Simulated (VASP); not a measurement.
System: CsCl (CsCl type, first atom moved by 0.06 Å along [111]), 2 atoms in the cell.

```xyz
2
Lattice="4.2000 0.0000 0.0000 0.0000 4.2000 0.0000 0.0000 0.0000 4.2000" Properties=species:S:1:pos:R:3 pbc="T T T"
Cs    0.0346    0.0346    0.0346
Cl    2.1000    2.1000    2.1000
```

Code and potentials: VASP, Cs_sv/Cl, 341 eV. Settings: k-mesh 4×4×4 Γ-centred; Fermi–Dirac smearing of 0.05 eV; no spin polarisation; no spin–orbit coupling. For HSE06: HFSCREEN = 0.208; HFRCUT = 0; PRECFOCK = Normal.

Plain PBE gives:

```
Pressure        : 0.09 GPa
Gap on the mesh : 5.01 eV
```

| atom | Fx (eV/Å) | Fy (eV/Å) | Fz (eV/Å) |
| --- | --- | --- | --- |
| Cs1 | -0.021 | -0.021 | -0.021 |
| Cl2 | 0.021 | 0.021 | 0.021 |

Task: What changes under HSE06?

Result: The pressure goes down by 0.37 GPa to -0.28 GPa; the gap goes up by 1.30 eV to 6.31 eV; the forces move by 1 meV/Å (rms):

```json
{"atom": "Cs1", "Fx (eV/Å)": "-0.021", "Fy (eV/Å)": "-0.021", "Fz (eV/Å)": "-0.021"}
{"atom": "Cl2", "Fx (eV/Å)": "0.021", "Fy (eV/Å)": "0.021", "Fz (eV/Å)": "0.021"}
```

VASP prints the stress at a fixed plane-wave basis, so it holds the Pulay stress of this cutoff.

Spin–orbit coupling is left out; with heavy elements it can shift the gap and split levels by tenths of an eV. Potentials made with PBE were used with another functional (at least in: VASP, Cs_sv/Cl, 341 eV (HSE06)). Semilocal functionals give gaps that mostly lie well below measured ones.
